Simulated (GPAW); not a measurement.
# WS2 (R3m) in GPAW: single point with TB-mBJ

Aim: the single point of WS2 with TB-mBJ.

Everything below comes from runs of GPAW 26.7.0. Logs are shortened: lines on timing, memory, paths and dates and some standing lists are left out, and cuts for length are marked. The log counts tension as positive stress, the text compression.

## Step 1: The crystal as given

The structure is trigonal, space group R3m (No. 160). The conventional cell has a = 3.158 Å, b = 3.158 Å, c = 18.490 Å, α = 90.00°, β = 90.00°, γ = 120.00°. Around W (site symmetry 3m) lie 6 S at 2.39 to 2.42 Å. Around S (site symmetry 3m) lie 3 W at 2.42 Å. S (site symmetry 3m) is surrounded by 3 W at 2.39 Å.

Measurements of this composition are mostly on another form, of space group No. 194.

## Step 2: Single point, TB-mBJ

Input file run.py:

```python
from ase import Atoms
from ase.dft.bandgap import bandgap
from ase.io import write
from gpaw import GPAW, PW

atoms = Atoms(['W', 'S', 'S'],
              cell=[[1.579, 0.9116360751, 6.1633333333],
                    [-1.579, 0.9116360751, 6.1633333333],
                    [0.0, -1.8232721501, 6.1633333333]],
              scaled_positions=[[0.0, 0.0, 0.0],
                                [0.581, 0.581, 0.581],
                                [0.7503, 0.7503, 0.7503]],
              pbc=True)

calc = GPAW(mode=PW(600),
            xc='TB09',
            kpts={'size': (8, 8, 8), 'gamma': True},
            occupations={'name': 'fermi-dirac', 'width': 0.05},
            nbands=25,
            convergence={'density': 1e-05, 'energy': 1e-05},
            eigensolver='cg',
            maxiter=150,
            txt='gpaw.txt')
atoms.calc = calc
energy = atoms.get_potential_energy()
calc.write('gs.gpw')
write('result.traj', atoms)
print('Fermi level:', round(calc.get_fermi_level(), 4), 'eV')
print(f'Gap: {bandgap(calc)[0]:.4f} eV, direct: {bandgap(calc, direct=True)[0]:.4f} eV')
```

Potentials or basis: GPAW PAW data sets for LDA (gpaw-data 1.2.1), pw.

Launch:

```
> OMP_NUM_THREADS=1 python run.py
```

gpaw.txt:

```text
___ ___ ___ _ _ _
 |   |   |_  | | | |
 | | | | | . | | | |
 |__ |  _|___|_____|  26.7.0
 |___|_|

Input parameters:
  convergence: {density: 1e-05,
                energy: 1e-05}
  eigensolver: cg
  kpts: {gamma: True,
         size: (8, 8, 8)}
  maxiter: 150
  mode: {ecut: 600.0,
         name: pw}
  nbands: 25
  occupations: {name: fermi-dirac,
                width: 0.05}
  xc: TB09

System changes: positions, numbers, cell, pbc, initial_charges, initial_magmoms

Initialize ...

species:
  W:
    name:    Tungsten
    Z:       74.0
    valence: 14
    core:    60
    charge:  0.0  # [|e|]
    compensation charges:
      type: gauss
      rc: 0.40  # [Å]
      lmax: 2
    cutoffs:
      filter: 2.36  # [Å]
      core: 3.02  # [Å]
    projectors
    | kind |    occ | energy [eV] | rcut [Å] |
    |------|--------|-------------|----------|
    |   5s |  2.000 |     -79.053 |    1.344 |
    |   6s |  2.000 |      -5.886 |    1.344 |
    |   5p |  6.000 |     -43.417 |    1.355 |
    |   6p |  0.000 |      -1.469 |    1.355 |
    |   5d |  4.000 |      -4.693 |    1.228 |
    |    d |        |      22.518 |    1.228 |

    Using partial waves for W as LCAO basis

  S:
    name:    Sulfur
    Z:       16.0
    valence: 6
    core:    10
    charge:  0.0  # [|e|]
    compensation charges:
      type: gauss
      rc: 0.24  # [Å]
      lmax: 2
    cutoffs:
      filter: 1.77  # [Å]
      core: 1.66  # [Å]
    projectors
    | kind |    occ | energy [eV] | rcut [Å] |
    |------|--------|-------------|----------|
    |   3s |  2.000 |     -17.278 |    0.974 |
    |   3p |  4.000 |      -7.106 |    0.979 |
    |    s |        |       9.933 |    0.974 |
    |    p |        |      20.105 |    0.979 |
    |    d |        |       0.000 |    0.900 |

    Using partial waves for S as LCAO basis

Reference energy: -460165.274101  # eV

Spin-paired calculation

Convergence criteria:
 Maximum [total energy] change in last 3 cyles: 1e-05 eV / valence electron
 Maximum integral of absolute [dens]ity change: 1e-05 electrons / valence electron
 Maximum integral of absolute [eigenst]ate change: 4e-08 eV^2 / valence electron
 Maximum number of scf [iter]ations: 150
 (Square brackets indicate name in SCF output, whereas a 'c' in
 the SCF output indicates the quantity has converged.)

Symmetries present (total): 6

  ( 1  0  0)  ( 1  0  0)  ( 0  1  0)  ( 0  1  0)  ( 0  0  1)  ( 0  0  1)
  ( 0  1  0)  ( 0  0  1)  ( 1  0  0)  ( 0  0  1)  ( 1  0  0)  ( 0  1  0)
  ( 0  0  1)  ( 0  1  0)  ( 0  0  1)  ( 1  0  0)  ( 0  1  0)  ( 1  0  0)

512 k-points: 8 x 8 x 8 Monkhorst-Pack grid + [1/16,1/16,1/16]
65 k-points in the irreducible part of the Brillouin zone
       k-points in crystal coordinates                weights
   0:     0.00000000    0.00000000    0.00000000          1/512
   1:     0.12500000    0.00000000   -0.12500000          6/512
   2:     0.12500000    0.00000000    0.00000000          6/512
   3:     0.12500000    0.12500000   -0.12500000          6/512
   4:     0.12500000    0.12500000    0.00000000          6/512
   5:     0.12500000    0.12500000    0.12500000          2/512
   6:     0.25000000   -0.12500000   -0.12500000          6/512
   7:     0.25000000    0.00000000   -0.25000000          6/512
   8:     0.25000000    0.00000000   -0.12500000         12/512
   9:     0.25000000    0.00000000    0.00000000          6/512
          ...
  64:     0.50000000    0.50000000    0.50000000          1/512

Wave functions: Plane wave expansion
  Cutoff energy: 600.000 eV
  Number of coefficients (min, max): 1761, 1800
  Pulay-stress correction: 0.000000 eV/Ang^3 (de/decut=0.000000)
  Using FFTW library
  ScaLapack parameters: grid=1x1, blocksize=None
  Wavefunction extrapolation:
    Improved wavefunction reuse through dual PAW basis

Occupation numbers: Fermi-Dirac:
  width: 0.0500  # eV

Eigensolver
   CG(niter=4, rtol=3.0e-01)

Densities:
  Coarse grid: 40*40*40 grid
  Fine grid: 80*80*80 grid
  Total Charge: 0.000000

Density mixing:
  Method: separate
  Backend: msr1
  Linear mixing parameter: 0.05
  old densities: 10
  Width of damping distribution: 1.1
  Damping of long wavelength oscillations: 20

Hamiltonian:
  XC and Coulomb potentials evaluated on a 80*80*80 grid
  Using the TB09 Exchange-Correlation functional
  External potential:
    NoExternalPotential

XC parameters: TB09 with 2 nearest neighbor stencil

Number of atoms: 3
Number of atomic orbitals: 21
Number of bands in calculation: 25
Number of valence electrons: 26
Bands to converge: occupied

... initialized

Initializing position-dependent things.

Density initialized from atomic densities
Creating initial wave functions:
  21 bands from LCAO basis set
  4 bands from random numbers

       S

       S

       W

Atomic positions and initial magnetic moments

Positions:
   0 W      0.000000    0.000000    0.000000    ( 0.0000,  0.0000,  0.0000)
   1 S      0.000000    0.000000   10.742690    ( 0.0000,  0.0000,  0.0000)
   2 S      0.000000    0.000000   13.873047    ( 0.0000,  0.0000,  0.0000)

Unit cell:
           periodic     x           y           z      points  spacing
  1. axis:    yes    1.579000    0.911636    6.163333    40     0.0676
  2. axis:    yes   -1.579000    0.911636    6.163333    40     0.0676
  3. axis:    yes    0.000000   -1.823272    6.163333    40     0.0676

  Lengths:   6.427363   6.427363   6.427363
  Angles:   28.442674  28.442674  28.442674

Effective grid spacing dv^(1/3) = 0.0940

iter:   1  9831.531629
iter:   2  9832.212313   +1.37  -1.23
iter:   3  9832.008736   +0.43  -1.19
iter:   4  9832.493726   -0.20  -1.23
iter:   5  9833.085400   -0.81  -1.39
iter:   6  9833.794341   -0.97  -1.60
iter:   7  9834.615622   -1.64  -1.85
iter:   8  9834.973766   -1.78  -1.94
iter:   9  9834.884355   -2.20  -2.05
iter:  10  9834.862156   -2.68  -2.21
iter:  11  9834.907247   -3.05  -2.17
[... 14 lines left out ...]
iter:  26  9835.635710   -6.02  -4.54
iter:  27  9835.638331   -6.02  -4.46
iter:  28  9835.637744   -5.93  -4.41
iter:  29  9835.638498   -6.17  -4.25
iter:  30  9835.638081   -6.26  -4.50
iter:  31  9835.639092   -6.53  -4.50
iter:  32  9835.638373   -6.55  -4.45
iter:  33  9835.639085   -6.66  -4.65
iter:  34  9835.638701   -6.71  -4.49
iter:  35  9835.638826   -6.89  -5.00
iter:  36  9835.638803c  -7.19  -4.92
iter:  37  9835.638818c  -7.55c -6.43c

Converged after 37 iterations.

Dipole moment: (-0.000000, 0.000000, 16.455783) |e|*Ang

Energy contributions relative to reference atoms: (reference = -460165.274101)

Kinetic:        -19.470842
Potential:      +18.334194
External:        +0.000000
XC:            +9837.912380
Entropy (-ST):   -0.000000
Local:           -1.136914
SIC:             +0.000000
--------------------------
Free energy:   +9835.638818
Extrapolated:  +9835.638818

Showing only first 2 kpts
 Kpt  Band  Eigenvalues  Occupancy
  0    11      7.16522    2.00000
  0    12      7.84598    2.00000
  0    13     11.24928    0.00000
  0    14     11.24930    0.00000

  1    11      7.20579    2.00000
  1    12      7.60970    2.00000
  1    13     10.36499    0.00000
  1    14     11.05787    0.00000

Fermi level: 9.56345

Gap: 1.383 eV
Transition (v -> c):
  (s=0, k=64, n=12, [0.50, 0.50, 0.50]) -> (s=0, k=8, n=13, [0.25, 0.00, -0.12])
Direct/indirect transitions are different
Direct gap: 2.379 eV
Transition at: (s=0, k=64, n=12, [0.50, 0.50, 0.50])
Writing to gs.gpw (mode='')
```

It took 9 min on 1 thread of Arm Neoverse V2, shared host; peak memory 0.48 GiB.

Results:

```
Band gap on the k mesh : 1.38 eV, indirect (least direct gap 2.38 eV)
```

Caveat: a model potential gives levels but no total energy; spin-orbit coupling is left out, which moves the levels of the heavy elements. A k mesh can miss the band edges.
